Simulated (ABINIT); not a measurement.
The system is Ir.

```
CELL_PARAMETERS angstrom
0.00000 1.91560 1.91560
1.91560 0.00000 1.91560
1.91560 1.91560 0.00000
ATOMIC_POSITIONS crystal
Ir 0.00000 0.00000 0.00000
```

Base run:

```yaml
Program: ABINIT 10.8.3 (patched build)
Functional: PBE
Potentials_or_basis: JTH PAW PBE v2.0
Cutoff: 435 eV
k_mesh: 10 × 10 × 10
Occupations: fermi-dirac, width 0.05 eV
Spin: no spin polarisation
```

Its results: band gap on the k mesh none (metal or under the smearing width); pressure 11.4 GPa.

Task: The run is repeated on the same cell with these changes: k mesh from 10 × 10 × 10 to 7 × 7 × 7. What comes out?

Result: Band gap on the k mesh none (metal or under the smearing width); pressure 10.2 GPa.

Caveats: some runs use coarse meshes.
